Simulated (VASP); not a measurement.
Here is a VASP 6.6.1 calculation.

INCAR

```
  ALGO = Normal
  EDIFF = 1E-6
  EDIFFG = -0.01
  ENCUT = 600
  GGA = PE
  IBRION = 2
  ISIF = 3
  ISMEAR = 0
  KPAR = 2
  LASPH = T
  LCHARG = F
  LREAL = F
  LWAVE = F
  NELM = 80
  NSW = 90
  PREC = Accurate
  SIGMA = 0.03
```

File KPOINTS:

```
k-points
0
Gamma
  9 9 5
```

Contents of POSCAR:

```
ZnO
1.0
    3.2493080000      0.0000000000      0.0000000000
   -1.6246540000      2.8139832727      0.0000000000
    0.0000000000      0.0000000000      5.2057090000
Zn O
2 2
Direct
    0.3333333333      0.6666666667      0.5000000000
    0.6666666667      0.3333333333      0.0000000000
    0.6666666667      0.3333333333      0.3790100000
    0.3333333333      0.6666666667      0.8790100000
```

Potentials or basis: VASP PAW PBE potentials, release 64 (Zn, O).

Run with:

```bash
$ cat potpaw_PBE.64/Zn/POTCAR potpaw_PBE.64/O/POTCAR > POTCAR
$ mpirun -np 2 vasp_std > vasp.out
```

Question: Predict the band gap on the k mesh.

Answer: 0.72 eV, direct.

Question: What does it give for the relaxed cell?

Answer: a = 3.286 Å, b = 3.286 Å, c = 5.300 Å, α = 90.00°, β = 90.00°, γ = 120.00°.

Question: Estimate the space group after relaxing (to 0.05 Å).

Answer: P6_3mc (No. 186).

Question: What does it give for the relaxed volume?

Answer: 12.39 Å³/atom.

Final structure:
```cif
data_structure
_symmetry_space_group_name_H-M 'P 1'
_symmetry_Int_Tables_number 1
_cell_length_a 3.2864
_cell_length_b 3.2864
_cell_length_c 5.2998
_cell_angle_alpha 90.000
_cell_angle_beta 90.000
_cell_angle_gamma 120.000
_cell_volume 49.57
loop_
_atom_site_label
_atom_site_type_symbol
_atom_site_fract_x
_atom_site_fract_y
_atom_site_fract_z
_atom_site_occupancy
Zn1 Zn 0.33333 0.66667 0.49982 1
Zn2 Zn 0.66667 0.33333 0.99982 1
O1 O 0.66667 0.33333 0.37919 1
O2 O 0.33333 0.66667 0.87919 1
```

As with any semilocal functional, this PBE gap is likely too small. Zero-point motion and thermal expansion aren't in these numbers.
